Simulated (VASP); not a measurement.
# ZnAu (Pm-3m) in VASP: a series of runs, part 2 of 2

VASP 6.6.1. Earlier steps stand in the parts before.

## 4. Single point, PBE

Input file INCAR:

```
SYSTEM = ZnAu
PREC     = Accurate       ! precision mode
ENCUT    = 400            ! plane-wave cutoff, eV
EDIFF    = 1E-6           ! SCF threshold, eV
ISMEAR   = -5             ! smearing method
SIGMA    = 0.2            ! smearing width, eV
LREAL    = .FALSE.        ! projectors in reciprocal space
LASPH    = .TRUE.         ! aspherical terms in the spheres
NELM     = 100            ! most SCF steps
ALGO     = Normal         ! electronic algorithm
ISIF     = 2              ! what is computed and relaxed
LWAVE    = .FALSE.        ! write WAVECAR
LCHARG   = .FALSE.        ! write CHGCAR
GGA      = PE             ! functional
NBANDS   = 18             ! bands
ADDGRID  = .FALSE.
```

Input file KPOINTS:

```
regular mesh
0
G
  15 15 15
  0 0 0
```

Input file POSCAR:

```
ZnAu
1.0
    3.1470000000      0.0000000000      0.0000000000
    0.0000000000      3.1470000000      0.0000000000
    0.0000000000      0.0000000000      3.1470000000
Au Zn
1 1
Direct
    0.0000000000      0.0000000000      0.0000000000
    0.5000000000      0.5000000000      0.5000000000
```

Potentials or basis: VASP PAW PBE potentials, release 64 (Au, Zn).

On the command line:

```console
$ cat potpaw_PBE.64/Au/POTCAR potpaw_PBE.64/Zn/POTCAR > POTCAR
$ mpirun -np 1 vasp_std > vasp.out
```

OUTCAR:

```text
SYSTEM = ZnAu
   PREC = Accurate
   ENCUT = 400
   EDIFF = 1E-6
   ISMEAR = -5
   LREAL = .FALSE.
   LASPH = .TRUE.
   NELM = 100
   ISIF = 2
   GGA = PE

 Found    120 irreducible k-points:

 Following reciprocal coordinates:
            Coordinates               Weight
  0.000000  0.000000  0.000000      1.000000
  0.066667  0.000000  0.000000      6.000000
  0.133333  0.000000  0.000000      6.000000
  0.200000  0.000000  0.000000      6.000000
  0.266667  0.000000  0.000000      6.000000
  0.333333  0.000000  0.000000      6.000000
   k-points           NKPTS =    120   k-points in BZ     NKDIM =    120   number of bands    NBANDS=     18
   number of dos      NEDOS =    301   number of ions     NIONS =      2
   total plane-waves  NPLWV =  13824
   dimension x,y,z NGX =    24 NGY =   24 NGZ =   24
   dimension x,y,z NGXF=    48 NGYF=   48 NGZF=   48
   ions per type =               1   1
   NGX,Y,Z   is equivalent  to a cutoff of  12.68, 12.68, 12.68 a.u.
   NGXF,Y,Z  is equivalent  to a cutoff of  25.36, 25.36, 25.36 a.u.
 SYSTEM =  ZnAu
   PREC   = accura    normal or accurate (medium, high low for compatibility)
   ISTART =      0    job   : 0-new  1-cont  2-samecut
   ICHARG =      2    charge: 1-file 2-atom 10-const
   ISPIN  =      1    spin polarized calculation?
   LNONCOLLINEAR =      F non collinear calculations
   LSORBIT =      F    spin-orbit coupling
   LASPH  =      T    aspherical Exc in radial PAW
   ENCUT  =  400.0 eV  29.40 Ry    5.42 a.u.   5.13  5.13  5.13*2*pi/ulx,y,z
   NELM   =    100;   NELMIN=  2; NELMDL= -5     # of ELM steps
   EDIFF  = 0.1E-05   stopping-criterion for ELM
   LREAL  =      F    real-space projection
   EDIFFG = 0.1E-04   stopping-criterion for IOM
   NSW    =      0    number of steps for IOM
   IBRION =     -1    ionic relax: 0-MD 1-quasi-New 2-CG
   NFREE  =      0    steps in history (QN), initial steepest desc. (CG)
   ISIF   =      2    stress and relaxation
   ISYM   =      2    0-nonsym 1-usesym 2-fastsym
   POTIM  = 0.5000    time-step for ionic-motion
   TEBEG  =    0.0;   TEEND  =   0.0 temperature during run
   PSTRESS=    0.0 pullay stress
   NELECT =      23.0000    total number of electrons
   NUPDOWN=      -1.0000    fix difference up-down
   EMIN   =  10.00;   EMAX   =-10.00  energy-range for DOS
   EFERMI =   0.00;   METHOD = LEGACY
   ISMEAR =    -5;   SIGMA  =   0.20  broadening in eV -4-tet -1-fermi 0-gaus
   EFERMI_NEDOS =   21; number of points for ismear=-14 and -15
   IALGO  =     38    algorithm
   IMIX   =      4    mixing-type and parameters
     AMIX     =   0.40;   BMIX     =  1.00
     AMIX_MAG =   1.60;   BMIX_MAG =  1.00
  volume/ion in A,a.u.               =      15.58       105.16
  Fermi-wavevector in a.u.,A,eV,Ry     =   1.479406  2.795672 29.778283  2.188642
  Thomas-Fermi vector in A             =   2.593568
   LORBIT       =      0    0 simple, 1 ext, 2 COOP (PROOUT), +10 PAW based schemes
   GGA     = PE    functional components
   LHFCALC =     F    Hartree Fock is set to
   AEXX    =    0.0000 exact exchange contribution
   IVDW    =     0    specifies the selected vdW correction
   LEPSILON=     F    determine dielectric tensor
   LRPA    =     F    only Hartree local field effects (RPA)
 non-spin polarized calculation
 Fermi weights with tetrahedron method with Bloechl corrections
  energy-cutoff  :      400.00
  volume of cell :       31.17
 maximum number of plane-waves:       587
 NGX is ok and might be reduce to    24
   NGX = 11   NGY = 11   NGZ = 11

 number of electron      23.0000000 magnetization

 Free energy of the ion-electron system (eV)
  ---------------------------------------------------
  ext. energy  EPLUGINS =         0.00000000
  ---------------------------------------------------
  free energy    TOTEN  =        -4.73039761 eV

  energy without entropy =       -4.73039761  energy(sigma->0) =       -4.73039761

 E-fermi :   7.1107     XC(G=0): -12.3787

 val. band max:        7.1640198731   @ k =   0.4667   0.4667   0.2667
 cond. band min:       7.2618011699   @ k =   0.3333   0.3333   0.0000
 fundamental gap:      0.0977812968
 Fermi energy:         7.1107451761

 k-point     1 :       0.0000    0.0000    0.0000
  band No.  band energies     occupation
      1      -3.5232      2.00000
      2      -1.0300      2.00000
      3      -1.0300      2.00000
      4      -0.3383      2.00000
      5      -0.3383      2.00000
      6      -0.3383      2.00000
[... 10 lines left out ...]
     17      19.2291      0.00000
     18      25.4027      0.00000
[... 85 lines left out ...]
 k-point     6 :       0.3333    0.0000    0.0000
  band No.  band energies     occupation
      1      -1.7233      2.00000
      2      -0.6919      2.00000
      3      -0.6288      2.00000
      4      -0.3455      2.00000
      5      -0.3455      2.00000
      6      -0.2195      2.00000
[... 10 lines left out ...]
     17      21.6690      0.00000
     18      21.7662      0.00000

 [... further k-points ...]

------------------------ aborting loop because EDIFF is reached ----------------------------------------

  FORCE on cell =-STRESS in cart. coord.  units (eV):
  Direction    XX          YY          ZZ          XY          YZ          ZX
  --------------------------------------------------------------------------------------
  -------------------------------------------------------------------------------------
  Total        0.8916741      0.8916741      0.8916741     -0.0000000      0.0000000     -0.0000000
  in kB       45.8380902     45.8380902     45.8380902     -0.0000000      0.0000000     -0.0000000
  external PRESSURE =      45.8380902 kB  Pullay stress =       0.0000000 kB

 VOLUME and BASIS-vectors are now :
 -----------------------------------------------------------------------------
  energy-cutoff  :      400.00
  volume of cell :       31.17
      direct lattice vectors                 reciprocal lattice vectors
     3.147000000  0.000000000  0.000000000     0.317762949  0.000000000  0.000000000
     0.000000000  3.147000000  0.000000000     0.000000000  0.317762949  0.000000000
     0.000000000  0.000000000  3.147000000     0.000000000  0.000000000  0.317762949

 POSITION                                       TOTAL-FORCE (eV/Angst)
 -----------------------------------------------------------------------------------
      0.00000      0.00000      0.00000         0.000000      0.000000      0.000000
      1.57350      1.57350      1.57350         0.000000      0.000000      0.000000
 -----------------------------------------------------------------------------------
    total drift:                                0.000000      0.000000     -0.000000

  FREE ENERGIE OF THE ION-ELECTRON SYSTEM (eV)
  ---------------------------------------------------
  free  energy   TOTEN  =        -4.7303976052 eV

  energy  without entropy=       -4.7303976052  energy(sigma->0) =       -4.73039761
```

stdout:

```text
POSCAR found type information on POSCAR AuZn
 POSCAR found :  2 types and       2 ions
 scaLAPACK will be used
 LDA part: xc-table for (Slater+PW92), standard interpolation
 POSCAR, INCAR and KPOINTS ok, starting setup
 FFT: planning ... GRIDC
 FFT: planning ... GRID_SOFT
 FFT: planning ... GRID
 WAVECAR not read
 entering main loop
 -----------------------------------------------------------------------------
|                                                                             |
|           W    W    AA    RRRRR   N    N  II  N    N   GGGG   !!!           |
|           W    W   A  A   R    R  NN   N  II  NN   N  G    G  !!!           |
|           W    W  A    A  R    R  N N  N  II  N N  N  G       !!!           |
|           W WW W  AAAAAA  RRRRR   N  N N  II  N  N N  G  GGG   !            |
|           WW  WW  A    A  R   R   N   NN  II  N   NN  G    G                |
|           W    W  A    A  R    R  N    N  II  N    N   GGGG   !!!           |
|                                                                             |
|     Tetrahedron method does not include variations of the Fermi             |
|     occupations, so forces and stress will be inaccurate. We suggest        |
|     using a different smearing scheme ISMEAR = 1 or 2 for metals in         |
|     relaxations.                                                            |
|                                                                             |
 -----------------------------------------------------------------------------
```

Run time: 77 s. Hardware: 1 thread of AMD EPYC, shared host; peak memory 0.15 GiB.

The run converged, but some of its settings lie outside the range that counts as converged, so its numbers aren't taken as properties of the crystal.

Results:

| Quantity | Value |
| --- | --- |
| Free energy | -4.7304 eV |
| Pressure | 4.6 GPa |
| Band gap on the k mesh | none (metal or under the smearing width) |

Caveat: tetrahedron occupations give inexact forces and stress in metals.

## 5. Single point, PBE

INCAR: that of step 4 with these lines changed.

```diff
@@ -4,3 +4,3 @@
 EDIFF    = 1E-6           ! SCF threshold, eV
-ISMEAR   = -5             ! smearing method
+ISMEAR   = 1              ! smearing method
 SIGMA    = 0.2            ! smearing width, eV
```

KPOINTS is that of step 4.

POSCAR is that of step 4.

Potentials or basis: VASP PAW PBE potentials, release 64 (Au, Zn).

On the command line:

```console
$ cat potpaw_PBE.64/Au/POTCAR potpaw_PBE.64/Zn/POTCAR > POTCAR
$ mpirun -np 1 vasp_std > vasp.out
```

OUTCAR:

```text
SYSTEM = ZnAu
   PREC = Accurate
   ENCUT = 400
   EDIFF = 1E-6
   ISMEAR = 1
   LREAL = .FALSE.
   LASPH = .TRUE.
   NELM = 100
   ISIF = 2
   GGA = PE

 Found    120 irreducible k-points:

 Following reciprocal coordinates:
            Coordinates               Weight
  0.000000  0.000000  0.000000      1.000000
  0.066667  0.000000  0.000000      6.000000
  0.133333  0.000000  0.000000      6.000000
  0.200000  0.000000  0.000000      6.000000
  0.266667  0.000000  0.000000      6.000000
  0.333333  0.000000  0.000000      6.000000
   k-points           NKPTS =    120   k-points in BZ     NKDIM =    120   number of bands    NBANDS=     18
   number of dos      NEDOS =    301   number of ions     NIONS =      2
   total plane-waves  NPLWV =  13824
[... 197 lines left out ...]

 [... further k-points ...]
[... 5 lines left out ...]
  --------------------------------------------------------------------------------------
  -------------------------------------------------------------------------------------
  Total        0.9225094      0.9225094      0.9225094      0.0000000      0.0000000      0.0000000
  in kB       47.4232336     47.4232336     47.4232336      0.0000000      0.0000000      0.0000000
  external PRESSURE =      47.4232336 kB  Pullay stress =       0.0000000 kB

 VOLUME and BASIS-vectors are now :
 -----------------------------------------------------------------------------
  energy-cutoff  :      400.00
  volume of cell :       31.17
      direct lattice vectors                 reciprocal lattice vectors
     3.147000000  0.000000000  0.000000000     0.317762949  0.000000000  0.000000000
     0.000000000  3.147000000  0.000000000     0.000000000  0.317762949  0.000000000
     0.000000000  0.000000000  3.147000000     0.000000000  0.000000000  0.317762949

 POSITION                                       TOTAL-FORCE (eV/Angst)
 -----------------------------------------------------------------------------------
      0.00000      0.00000      0.00000         0.000000      0.000000      0.000000
      1.57350      1.57350      1.57350         0.000000      0.000000      0.000000
 -----------------------------------------------------------------------------------
    total drift:                                0.000000      0.000000     -0.000000

  FREE ENERGIE OF THE ION-ELECTRON SYSTEM (eV)
  ---------------------------------------------------
  free  energy   TOTEN  =        -4.7313075010 eV

  energy  without entropy=       -4.7320314807  energy(sigma->0) =       -4.73154883
```

OSZICAR:

```text
N       E                     dE             d eps       ncg     rms          rms(c)
DAV:   1     0.110489000521E+03    0.11049E+03   -0.97801E+03  4586   0.138E+03
DAV:   2    -0.960220595989E+00   -0.11145E+03   -0.10603E+03  4440   0.272E+02
DAV:   3    -0.515211894177E+01   -0.41919E+01   -0.41604E+01  4818   0.595E+01
DAV:   4    -0.518627306057E+01   -0.34154E-01   -0.34144E-01  4730   0.477E+00
DAV:   5    -0.518666898992E+01   -0.39593E-03   -0.39592E-03  4658   0.549E-01    0.854E+00
DAV:   6    -0.476569803765E+01    0.42097E+00   -0.11944E+00  4660   0.119E+01    0.541E+00
DAV:   7    -0.473942525530E+01    0.26273E-01   -0.30631E-02  5672   0.370E+00    0.286E+00
DAV:   8    -0.473130411194E+01    0.81211E-02   -0.97433E-03  4496   0.998E-01    0.160E-01
DAV:   9    -0.473129683436E+01    0.72776E-05   -0.27644E-04  5110   0.308E-01    0.756E-02
DAV:  10    -0.473130670298E+01   -0.98686E-05   -0.43345E-05  4606   0.635E-02    0.190E-02
DAV:  11    -0.473130777403E+01   -0.10710E-05   -0.18514E-06  4106   0.171E-02    0.500E-03
DAV:  12    -0.473130750098E+01    0.27306E-06   -0.13238E-07  2318   0.922E-03
   1 F= -.47313075E+01 E0= -.47315488E+01  d E =0.723980E-03
```

Wall time 69 s (1 thread of AMD EPYC, shared host); peak memory 0.14 GiB.

The run converged, but some of its settings lie outside the range that counts as converged, so its numbers aren't taken as properties of the crystal.

Results:

```yaml
Free_energy: -4.7313 eV
Pressure: 4.7 GPa
Band_gap_on_the_k_mesh: none (metal or under the smearing width)
```

## 6. Single point, PBE

INCAR: that of step 5 with these lines changed.

```diff
@@ -4,3 +4,3 @@
 EDIFF    = 1E-6           ! SCF threshold, eV
-ISMEAR   = 1              ! smearing method
+ISMEAR   = -1             ! smearing method
 SIGMA    = 0.2            ! smearing width, eV
```

KPOINTS is that of step 5.

POSCAR is that of step 5.

Potentials or basis: VASP PAW PBE potentials, release 64 (Au, Zn).

On the command line:

```console
$ cat potpaw_PBE.64/Au/POTCAR potpaw_PBE.64/Zn/POTCAR > POTCAR
$ mpirun -np 1 vasp_std > vasp.out
```

It took 73 s on 1 thread of AMD EPYC, shared host; peak memory 0.14 GiB.

These settings aren't checked as converged: the numbers below hold their error.

Results:

| Quantity | Value |
| --- | --- |
| Free energy | -4.7618 eV |
| Pressure | 4.8 GPa |
| Band gap on the k mesh | none (metal or under the smearing width) |

## 7. For comparison

An earlier run on the cell as given: functional PBE; potentials or basis VASP PAW PBE potentials, release 64 (Au, Zn); cutoff 520 eV; k mesh 8 × 8 × 8; occupations fermi-dirac, width 0.05 eV; no spin polarisation.

* Pressure: 5.2 GPa
* Band gap on the k mesh: none (metal or under the smearing width)
